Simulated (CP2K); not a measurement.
Runs of CP2K 2026.2 on PtSe2 (Sudovikovite). Symmetry: P-3m1, No. 164, trigonal system. Conventional cell: a = 3.724 Å, b = 3.724 Å, c = 5.062 Å, α = 90.00°, β = 90.00°, γ = 120.00°. Around Pt (site symmetry -3m) lie 6 Se at 2.49 Å. Se (site symmetry 3m) has 3 Pt at 2.49 Å as nearest neighbours. 

| task | level | potentials or basis | cell | k mesh | smearing | EPS_DEFAULT | k points reduced by the point group | NGRIDS | CUTOFF of the grids | points a segment of the path (NPOINTS) | gap on the mesh (eV) | pressure (GPa) | relaxed volume (Å³/atom) | largest force (eV/Å) |
| --- | --- | --- | --- | --- | --- | --- | --- | --- | --- | --- | --- | --- | --- | --- |
| single point | PBE | GTH_POTENTIALS Pt GTH-PBE-q18, Se GTH-PBE-q6; DZVP-MOLOPT-SR-GTH basis | as given | 6 × 6 × 4 | fermi-dirac 0.05 eV | 1.0E-9 | yes | 5 | 450 Ry | - | none | 8.5 | - | 0.74 |
| band structure | LDA | GTH_POTENTIALS Pt GTH-PADE-q18, Se GTH-PADE-q6; TZVP-MOLOPT-PBE-GTH basis | as given | 8 × 8 × 5 | fermi-dirac 0.01 eV | 1.0E-9 | yes | 4 | 450 Ry | 8 | none | -3.1 | - | 0.31 |
| band structure | LDA | GTH_POTENTIALS Pt GTH-PADE-q18, Se GTH-PADE-q6; TZVP-MOLOPT-PBE-GTH basis | as given | 8 × 8 × 5 | fermi-dirac 0.05 eV | 1.0E-9 | yes | 5 | 450 Ry | 10 | none | -3.1 | - | 0.33 |
| band structure | r2SCAN | POTENTIAL_UZH Pt GTH-SCAN-q18, Se GTH-SCAN-q6; TZVP-MOLOPT-SCAN-GTH basis | as given | 8 × 8 × 5 | fermi-dirac 0.05 eV | 1.0E-10 | yes | 4 | 675 Ry | 10 | none | 6.0 | - | 0.54 |
| relaxation of cell and atoms | LDA | GTH_POTENTIALS Pt GTH-PADE-q18, Se GTH-PADE-q6; DZVP-MOLOPT-PBE-GTH basis | relaxed | 6 × 6 × 4 | fermi-dirac 0.05 eV | 1.0E-10 | - | 4 | 450 Ry | - | none | 0.0 | - | 0.03 |
| band structure | PBEsol | POTENTIAL_UZH Pt GTH-PBE-q18, Se GTH-PBE-q6; TZVP-MOLOPT-PBE-GTH basis | as given | 8 × 8 × 5 | fermi-dirac 0.05 eV | 1.0E-9 | yes | 5 | 450 Ry | 10 | none | 4.5 | - | 0.58 |
| relaxation of cell and atoms | PBE+D3(BJ) | POTENTIAL_UZH Pt GTH-PBE-q18, Se GTH-PBE-q6; DZVP-MOLOPT-PBE-GTH basis | relaxed | 6 × 6 × 4 | fermi-dirac 0.05 eV | 1.0E-9 | - | 5 | 450 Ry | - | none | 0.0 | (b) | 0.03 |
| band structure | r2SCAN | POTENTIAL_UZH Pt GTH-SCAN-q18, Se GTH-SCAN-q6; TZVP-MOLOPT-SCAN-GTH basis | as given | 8 × 8 × 5 | fermi-dirac 0.0259 eV | 1.0E-9 | yes | 4 | 675 Ry | 10 | none | 6.0 | - | 0.54 |
| relaxation of cell and atoms | PBE | POTENTIAL_UZH Pt GTH-PBE-q18, Se GTH-PBE-q6; DZVP-MOLOPT-PBE-GTH basis | relaxed | 6 × 6 × 4 | fermi-dirac 0.05 eV | 1.0E-9 | - | 5 | 450 Ry | - | (c) | 0.0 | 25.69 | 0.03 |
| single point | PBE | POTENTIAL_UZH Pt GTH-PBE-q18, Se GTH-PBE-q6; TZVP-MOLOPT-PBE-GTH basis | as given | 8 × 8 × 5 | fermi-dirac 0.05 eV | 1.0E-10 | yes | 5 | 450 Ry | - | none | 8.5 | - | 0.72 |
| relaxation of cell and atoms | PBEsol | POTENTIAL_UZH Pt GTH-PBE-q18, Se GTH-PBE-q6; TZVP-MOLOPT-PBE-GTH basis | relaxed | 6 × 6 × 4 | fermi-dirac 0.1 eV | 1.0E-9 | - | 5 | 450 Ry | - | none | 0.0 | 20.28 | 0.03 |
| band structure | PBE | GTH_POTENTIALS Pt GTH-PBE-q18, Se GTH-PBE-q6; DZVP-MOLOPT-SR-GTH basis | as given | 8 × 8 × 5 | fermi-dirac 0.05 eV | 1.0E-10 | yes | 5 | 450 Ry | 8 | none | 8.5 | - | (a) |

Alike in all rows: no spin polarisation.

**Question.** Estimate the missing entries.

**Answer.** (a) 0.76; (b) 20.13; (c) 1.09.

Caveats: the basis of atomic orbitals isn't converged, which shifts pressures, moduli and gaps; the potentials were made for another functional, which shifts forces and pressure (some runs); more than 0.5 GPa of stress was left at the end, so the final cell isn't listed (some runs); pairwise dispersion overbinds metals, which lowers pressure and volume (some runs); the volume moved by over 15 % at a fixed basis, so the end points are rough (some runs); spin-orbit coupling is left out, which moves the levels of the heavy elements (some runs); this functional lacks dispersion, which binds the layers, so the pressure and a relaxed spacing across them are unreliable, and here the layers came unbound (some runs).

A k mesh can miss the band edges, and the runs leave out spin-orbit coupling on Pt, Se.

A gap of «none» marks a metal or a gap under the smearing width.

Not every run made on this cell is shown here.
